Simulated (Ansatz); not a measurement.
# Zn in Ansatz: the effect of functional

The system is Zn.

```xyz
3
Lattice="3.7711 0.0000 0.0000 0.0000 3.7711 0.0000 0.0000 0.0000 3.7711" Properties=species:S:1:pos:R:3 pbc="T T T"
Zn    0.0000    1.8856    1.8856
Zn    1.8856    0.0000    1.8856
Zn    1.8856    1.8856    0.0000
```

The cell was built by a generator and needn't be a form met in nature.

Alike in all runs:

```yaml
Program: Ansatz 0.2.0
Task: band structure
Potentials_or_basis: Ansatz PAW
k_mesh: 7 × 7 × 7
Occupations: fermi-dirac, width 0.05 eV
Spin: no spin polarisation
```

```tsv
functional	cutoff	pressure (GPa)
LDA	420 eV (not typed: the program's choice for these potentials)	-7.2
PBEsol	420 eV (not typed: the program's choice for these potentials)	-4.5
RPBE	420 eV (not typed: the program's choice for these potentials)	2.1
revPBE	420 eV (not typed: the program's choice for these potentials)	?
BLYP	420 eV (not typed: the program's choice for these potentials)	4.1
r2SCAN	500 eV (not typed: the program's choice for these potentials)	-3.8
```

**Question.** What does the run with functional revPBE give?

**Answer.** Pressure 1.4 GPa.

Caveats: the PAW data sets come from PBE, with cores solved anew for the run's functional, which leaves a small shift of forces and pressure.

Runs at the PBE level aren't shown here.
